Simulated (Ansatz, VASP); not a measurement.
## C in VASP and in Ansatz

```
CELL_PARAMETERS angstrom
2.52547 0.00000 0.00000
0.00000 2.52547 0.00000
0.00000 0.00000 18.46444
ATOMIC_POSITIONS crystal
C 0.00000 0.50000 0.37911
C 0.00000 0.00000 0.42746
C 0.50000 0.00000 0.47582
C 0.50000 0.50000 0.52311
C 0.00000 0.50000 0.57387
C 0.00000 0.00000 0.61608
```

Alike in both runs: functional PBE; k mesh 10 × 10 × 1; occupations gaussian, width 0.05 eV; no spin polarisation.

Ansatz relaxed the structure, and its values are those at the end. VASP's run is a single point on that final structure, the one shown.

|  | VASP | Ansatz |
| --- | --- | --- |
| version | VASP 6.6.1 | Ansatz 0.2.0 |
| potentials or method | VASP PAW PBE potentials, release 64 (C) | scalar-relativistic, plane waves, PAW |
| plane-wave cutoff (eV) | 520 | 420 |
| valence electrons in the cell | 24 | 24 |

```tsv
	VASP	Ansatz	Ansatz less VASP
gap on the k mesh at the Fermi level (eV)	none	none	-
rms of the force components (eV/Å)	0.813	0.819	+0.0056
work function, face that differs most (eV)	7.26	7.26	+0.002
```

A gap of «none» marks a metal or a gap that the smearing closes.
